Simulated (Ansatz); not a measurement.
# Property card for W

Level of theory: Ansatz 0.2.0, DFT PBE, scalar-relativistic, plane waves, PAW.

Cutoff 420 eV; k points 18×18×18 on the computed 1-atom cell (Γ-centred); Gaussian smearing, width 0.10 eV; no spin polarisation.

The structure is relaxed at this level of theory with its symmetry kept. This fcc form isn't the element's structure at ambient conditions.

```cif
data_structure
_symmetry_space_group_name_H-M 'Fm-3m'
_symmetry_Int_Tables_number 225
_cell_length_a 4.0370
_cell_length_b 4.0370
_cell_length_c 4.0370
_cell_angle_alpha 90.000
_cell_angle_beta 90.000
_cell_angle_gamma 90.000
_cell_volume 65.79
loop_
_atom_site_label
_atom_site_type_symbol
_atom_site_symmetry_multiplicity
_atom_site_Wyckoff_symbol
_atom_site_fract_x
_atom_site_fract_y
_atom_site_fract_z
_atom_site_occupancy
W1 W 4 a 0.00000 0.00000 0.00000 1
```

- Space group: Fm-3m (No. 225)
- Volume per atom: 16.45 Å³
- Formation energy from the elements' standard states (uncorrected): +0.485 eV/atom
- Kohn–Sham band gap: none (metal)
- Density of states at the Fermi level: 1.31 states/eV per cell
- Löwdin character within 0.5 eV of the Fermi level: W 5d 89 %, unprojected 6 %
- Bulk modulus: 283 GPa
- Its pressure derivative: 4.0
- Bader charges (e): W (1 in the cell) 0.00

Spin-orbit coupling is left out, which matters for the bands of heavy elements.